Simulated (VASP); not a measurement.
# Li (P6_3/mmc) in VASP: settings compared

Aim: see how the results for Li move with the level of theory and the settings. Levels: r2SCAN, PBEsol. Tasks: single point.

Everything below comes from runs of VASP 6.6.1. Logs are shortened: lines on timing, memory, paths and dates and some standing lists are left out, and cuts for length are marked.

### Step 1. Starting point

Symmetry: P6_3/mmc, No. 194, hexagonal system. Conventional cell: a = 3.111 Å, b = 3.111 Å, c = 5.093 Å, α = 90.00°, β = 90.00°, γ = 120.00°. Li (site symmetry -6m2) is surrounded by 12 Li at 3.11 to 3.12 Å.

This isn't the form of Li at room conditions, which is bcc.

### Step 2. Single point, r2SCAN

File POSCAR:

```
Li
1.0
    3.1110021516      0.0000000000      0.0000000000
   -1.5555010758      2.6942068945      0.0000000000
    0.0000000000      0.0000000000      5.0930000000
Li
2
Direct
    0.3333333333      0.6666666667      0.2500000000
    0.6666666667      0.3333333333      0.7500000000
```

File INCAR.step1:

```
  ALGO = Normal
  EDIFF = 1E-4
  ENCUT = 520
  GGA = PE
  ISMEAR = -1
  LASPH = T
  LCHARG = F
  LREAL = F
  LWAVE = T
  NBANDS = 10
  NELM = 100
  PREC = Accurate
  SIGMA = 0.03
```

File INCAR.step2:

```
  ALGO = Normal
  EDIFF = 1E-7
  ENCUT = 520
  ISIF = 2
  ISMEAR = -1
  ISTART = 1
  LASPH = T
  LCHARG = F
  LMIXTAU = T
  LREAL = F
  LWAVE = F
  METAGGA = R2SCAN
  NBANDS = 10
  NELM = 100
  PREC = Accurate
  SIGMA = 0.03
```

File KPOINTS:

```
k-points
0
Gamma
  15 15 8
```

Potentials or basis: VASP PAW PBE potentials, release 64 (Li_sv).

Run with:

```console
> cat potpaw_PBE.64/Li_sv/POTCAR > POTCAR
> cp INCAR.step1 INCAR
> mpirun -np 1 vasp_std > vasp.out
> cp INCAR.step2 INCAR
> mpirun -np 1 vasp_std > vasp.out
```

OUTCAR:

```text
EDIFF = 1E-7
   ENCUT = 520
   ISIF = 2
   ISMEAR = -1
   ISTART = 1
   LASPH = T
   LREAL = F
   METAGGA = R2SCAN
   NELM = 100
   PREC = Accurate

 ion  position               nearest neighbor table
   1  0.333  0.667  0.250-
   2  0.667  0.333  0.750-

  LATTYP: Found a hexagonal cell.
 ALAT       =     3.1110021516
 C/A-ratio  =     1.6370930497

  Lattice vectors:

 A1 = (   3.1110021516,   0.0000000000,   0.0000000000)
 A2 = (  -1.5555010758,   2.6942068945,   0.0000000000)
 A3 = (   0.0000000000,   0.0000000000,   5.0930000000)

Analysis of symmetry for initial positions (statically):
=====================================================================
 Subroutine PRICEL returns:
 Original cell was already a primitive cell.

 Routine SETGRP: Setting up the symmetry group for a
 hexagonal supercell.

 Subroutine GETGRP returns: Found 24 space group operations
 (whereof 12 operations were pure point group operations)
 out of a pool of 24 trial point group operations.

The static configuration has the point symmetry D_3d.
 The point group associated with its full space group is D_6h.

Analysis of symmetry for dynamics (positions and initial velocities):
=====================================================================
 Subroutine PRICEL returns:
 Original cell was already a primitive cell.

 Routine SETGRP: Setting up the symmetry group for a
 hexagonal supercell.

 Subroutine GETGRP returns: Found 24 space group operations
 (whereof 12 operations were pure point group operations)
 out of a pool of 24 trial point group operations.

The dynamic configuration has the point symmetry D_3d.
 The point group associated with its full space group is D_6h.

 Subroutine INISYM returns: Found 24 space group operations
 (whereof 12 operations are pure point group operations),
 and found     1 'primitive' translations

----------------------------------------------------------------------------------------

                                     Primitive cell

  volume of cell :      42.6879

  direct lattice vectors                    reciprocal lattice vectors
     3.111002152  0.000000000  0.000000000     0.321439829  0.185583372  0.000000000
    -1.555501076  2.694206895  0.000000000     0.000000000  0.371166744  0.000000000
     0.000000000  0.000000000  5.093000000     0.000000000  0.000000000  0.196347929

  length of vectors
     3.111002152  3.111002152  5.093000000     0.371166744  0.371166744  0.196347929

  position of ions in fractional coordinates (direct lattice)
     0.333333333  0.666666667  0.250000000
     0.666666667  0.333333333  0.750000000

  ion indices of the primitive-cell ions
   primitive index   ion index
                 1           1
                 2           2

----------------------------------------------------------------------------------------

 KPOINTS: k-points

Automatic generation of k-mesh.
 Grid dimensions read from file:
 generate k-points for:   15   15    8

 Generating k-lattice:

  Cartesian coordinates                     Fractional coordinates (reciprocal lattice)
     0.021429322  0.012372225  0.000000000     0.066666667  0.000000000  0.000000000
     0.000000000  0.024744450  0.000000000     0.000000000  0.066666667  0.000000000
     0.000000000  0.000000000  0.024543491     0.000000000  0.000000000  0.125000000

  Length of vectors
     0.024744450  0.024744450  0.024543491

  Shift w.r.t. Gamma in fractional coordinates (k-lattice)
     0.000000000  0.000000000  0.000000000

 Subroutine IBZKPT returns following result:
 ===========================================

 Found    135 irreducible k-points:

 Following reciprocal coordinates:
            Coordinates               Weight
  0.000000  0.000000  0.000000      1.000000
  0.066667  0.000000  0.000000      6.000000
  0.133333 -0.000000  0.000000      6.000000
  0.200000 -0.000000  0.000000      6.000000
  0.266667 -0.000000  0.000000      6.000000
  0.333333 -0.000000  0.000000      6.000000
[... 16 lines left out ...]
  0.333333  0.200000  0.000000     12.000000
  0.400000  0.200000  0.000000      6.000000
 [... further k-points ...]
   k-points           NKPTS =    135   k-points in BZ     NKDIM =    135   number of bands    NBANDS=     10
   number of dos      NEDOS =    301   number of ions     NIONS =      2
   total plane-waves  NPLWV =  23040
   dimension x,y,z NGX =    24 NGY =   24 NGZ =   40
   dimension x,y,z NGXF=    48 NGYF=   48 NGZF=   80
   ions per type =               2
   NGX,Y,Z   is equivalent  to a cutoff of  12.83, 12.83, 13.06 a.u.
   NGXF,Y,Z  is equivalent  to a cutoff of  25.65, 25.65, 26.11 a.u.
 SYSTEM =  unknown system
   PREC   = accura    normal or accurate (medium, high low for compatibility)
   ISTART =      1    job   : 0-new  1-cont  2-samecut
   ICHARG =      0    charge: 1-file 2-atom 10-const
   ISPIN  =      1    spin polarized calculation?
   LNONCOLLINEAR =      F non collinear calculations
   LSORBIT =      F    spin-orbit coupling
   LASPH  =      T    aspherical Exc in radial PAW
   ENCUT  =  520.0 eV  38.22 Ry    6.18 a.u.   5.78  5.78  9.47*2*pi/ulx,y,z
   NELM   =    100;   NELMIN=  2; NELMDL=  0     # of ELM steps
   EDIFF  = 0.1E-06   stopping-criterion for ELM
   LREAL  =      F    real-space projection
   EDIFFG = 0.1E-05   stopping-criterion for IOM
   NSW    =      0    number of steps for IOM
   IBRION =     -1    ionic relax: 0-MD 1-quasi-New 2-CG
   NFREE  =      0    steps in history (QN), initial steepest desc. (CG)
   ISIF   =      2    stress and relaxation
   ISYM   =      2    0-nonsym 1-usesym 2-fastsym
   POTIM  = 0.5000    time-step for ionic-motion
   TEBEG  =    0.0;   TEEND  =   0.0 temperature during run
   PSTRESS=    0.0 pullay stress
   NELECT =       6.0000    total number of electrons
   NUPDOWN=      -1.0000    fix difference up-down
   EMIN   =  10.00;   EMAX   =-10.00  energy-range for DOS
   EFERMI =   0.00;   METHOD = LEGACY
   ISMEAR =    -1;   SIGMA  =   0.03  broadening in eV -4-tet -1-fermi 0-gaus
   EFERMI_NEDOS =   21; number of points for ismear=-14 and -15
   IALGO  =     38    algorithm
   IMIX   =      4    mixing-type and parameters
     AMIX     =   0.40;   BMIX     =  1.00
     AMIX_MAG =   1.60;   BMIX_MAG =  1.00
  volume/ion in A,a.u.               =      21.34       144.04
  Fermi-wavevector in a.u.,A,eV,Ry     =   0.851184  1.608505  9.857621  0.724515
  Thomas-Fermi vector in A             =   1.967278
   LORBIT       =      0    0 simple, 1 ext, 2 COOP (PROOUT), +10 PAW based schemes
   METAGGA = R2SCAN    functional components
   LHFCALC =     F    Hartree Fock is set to
   AEXX    =    0.0000 exact exchange contribution
   IVDW    =     0    specifies the selected vdW correction
   LEPSILON=     F    determine dielectric tensor
   LRPA    =     F    only Hartree local field effects (RPA)
 non-spin polarized calculation
  energy-cutoff  :      520.00
  volume of cell :       42.69
 maximum number of plane-waves:      1182
 NGX is ok and might be reduce to    24
   NGX = 11   NGY = 11   NGZ = 19

 number of electron       5.9999991 magnetization

 Free energy of the ion-electron system (eV)
  ---------------------------------------------------
  ext. energy  EPLUGINS =         0.00000000
  ---------------------------------------------------
  free energy    TOTEN  =        -4.76937637 eV

  energy without entropy =       -4.76632405  energy(sigma->0) =       -4.76785021

 E-fermi :   0.5065     XC(G=0):  -7.3163

 val. band max:        0.4999551460   @ k =   0.4667   0.0667   0.0000
 cond. band min:       0.5156093017   @ k =   0.4000  -0.0000   0.5000
 fundamental gap:      0.0156541557
 Fermi energy:         0.5065195866

 k-point     1 :       0.0000    0.0000    0.0000
  band No.  band energies     occupation
      1     -47.7014      2.00000
      2     -47.6862      2.00000
      3      -3.2791      2.00000
      4       0.4946      1.19622
      5       3.4906      0.00000
      6      13.8762      0.00000
      7      13.8772      0.00000
      8      15.2741      0.00000
      9      15.2750      0.00000
     10      16.0427      0.00000

 k-point     2 :       0.0667    0.0000    0.0000
  band No.  band energies     occupation
      1     -47.7009      2.00000
      2     -47.6859      2.00000
      3      -3.2039      2.00000
      4       0.5923      0.10853
      5       3.5227      0.00000
      6      12.9396      0.00000
      7      13.2386      0.00000
      8      15.2510      0.00000
      9      15.7546      0.00000
     10      15.9659      0.00000

 k-point     3 :       0.1333   -0.0000    0.0000
  band No.  band energies     occupation
      1     -47.6992      2.00000
      2     -47.6851      2.00000
      3      -2.9778      2.00000
      4       0.8843      0.00001
      5       3.6116      0.00000
      6      11.1629      0.00000
      7      12.2684      0.00000
      8      15.1688      0.00000
      9      15.4920      0.00000
     10      15.9087      0.00000

 k-point     4 :       0.2000   -0.0000    0.0000
  band No.  band energies     occupation
      1     -47.6966      2.00000
      2     -47.6839      2.00000
      3      -2.6007      2.00000
      4       1.3709      0.00000
      5       3.7317      0.00000
      6       9.3525      0.00000
      7      11.3852      0.00000
      8      14.0821      0.00000
      9      14.0945      0.00000
     10      15.0733      0.00000

 k-point     5 :       0.2667   -0.0000    0.0000
  band No.  band energies     occupation
      1     -47.6936      2.00000
      2     -47.6828      2.00000
      3      -2.0735      2.00000
      4       2.0497      0.00000
      5       3.7861      0.00000
      6       7.8067      0.00000
      7      10.6555      0.00000
      8      12.1598      0.00000
      9      12.4149      0.00000
     10      14.9933      0.00000

 k-point     6 :       0.3333   -0.0000    0.0000
  band No.  band energies     occupation
      1     -47.6905      2.00000
      2     -47.6818      2.00000
      3      -1.4006      2.00000
      4       2.9181      0.00000
      5       3.5196      0.00000
      6       6.8524      0.00000
      7      10.0999      0.00000
      8      10.2366      0.00000
      9      10.9258      0.00000
     10      14.5850      0.00000
[... 183 lines left out ...]
 k-point    21 :       0.2000    0.2000    0.0000
  band No.  band energies     occupation
      1     -47.6898      2.00000
      2     -47.6816      2.00000
      3      -1.2385      2.00000
      4       3.1121      0.00000
      5       3.9848      0.00000
      6       6.2062      0.00000
      7       8.1526      0.00000
      8      11.2102      0.00000
      9      12.6058      0.00000
     10      12.7749      0.00000

 k-point    22 :       0.2667    0.2000    0.0000
  band No.  band energies     occupation
      1     -47.6872      2.00000
      2     -47.6812      2.00000
      3      -0.4857      2.00000
      4       3.7362      0.00000
      5       4.0680      0.00000
      6       5.2326      0.00000
      7       7.5822      0.00000
      8       9.7655      0.00000
      9      11.8523      0.00000
     10      11.8803      0.00000

 k-point    23 :       0.3333    0.2000    0.0000
  band No.  band energies     occupation
      1     -47.6851      2.00000
      2     -47.6811      2.00000
      3       0.3854      1.96530
      4       2.8225      0.00000
      5       5.0183      0.00000
      6       5.1838      0.00000
      7       7.2295      0.00000
      8       8.2066      0.00000
      9      11.3444      0.00000
     10      11.4414      0.00000

 k-point    24 :       0.4000    0.2000    0.0000
  band No.  band energies     occupation
      1     -47.6843      2.00000
      2     -47.6813      2.00000
      3       1.0489      0.00000
      4       2.0730      0.00000
      5       5.0319      0.00000
      6       6.1005      0.00000
      7       7.1011      0.00000
      8       7.1272      0.00000
      9      11.1530      0.00000
     10      11.3180      0.00000

 [... further k-points ...]

------------------------ aborting loop because EDIFF is reached ----------------------------------------

  FORCE on cell =-STRESS in cart. coord.  units (eV):
  Direction    XX          YY          ZZ          XY          YZ          ZX
  --------------------------------------------------------------------------------------
  -------------------------------------------------------------------------------------
  Total       -0.0546961     -0.0546961     -0.0422035      0.0000000      0.0000000      0.0000000
  in kB       -2.0528718     -2.0528718     -1.5839975      0.0000000      0.0000000      0.0000000
  external PRESSURE =      -1.8965804 kB  Pullay stress =       0.0000000 kB

 VOLUME and BASIS-vectors are now :
 -----------------------------------------------------------------------------
  energy-cutoff  :      520.00
  volume of cell :       42.69
      direct lattice vectors                 reciprocal lattice vectors
     3.111002152  0.000000000  0.000000000     0.321439829  0.185583372  0.000000000
    -1.555501076  2.694206895  0.000000000     0.000000000  0.371166744  0.000000000
     0.000000000  0.000000000  5.093000000     0.000000000  0.000000000  0.196347929

 POSITION                                       TOTAL-FORCE (eV/Angst)
 -----------------------------------------------------------------------------------
     -0.00000      1.79614      1.27325         0.000000      0.000000     -0.000000
      1.55550      0.89807      3.81975        -0.000000     -0.000000      0.000000
 -----------------------------------------------------------------------------------
    total drift:                               -0.000000      0.000000      0.000000

  FREE ENERGIE OF THE ION-ELECTRON SYSTEM (eV)
  ---------------------------------------------------
  free  energy   TOTEN  =        -4.7693763656 eV

  energy  without entropy=       -4.7663240485  energy(sigma->0) =       -4.76785021
```

Wall time 6.8 min (1 thread of Intel Xeon Platinum 8175M at 2.50GHz (Skylake/Cascade Lake), shared host); peak memory 0.18 GiB.

Results:

```
Free energy            : -4.7694 eV
Band gap on the k mesh : none (metal or under the smearing width)
```

Levels at points of the mesh, in eV from the Fermi level:
```tsv
k point	band 1	band 2	band 3	band 4	band 5	band 6	band 7
(0.00, 0.00, 0.00)	-48.21	-48.19	-3.79	-0.01	2.98	13.37	13.37
(0.00, 0.00, 0.50)	-48.20	-48.20	-2.60	-2.60	8.32	8.32	14.38
```

Caveat: the cutoff is under 1.25 times the usual one of these potentials, so pressure, stress and relaxed cells hold a basis-set (Pulay) error; the PAW data sets were made with another functional, which shifts forces and pressure a little.

(Continued in part 2 of 2.)
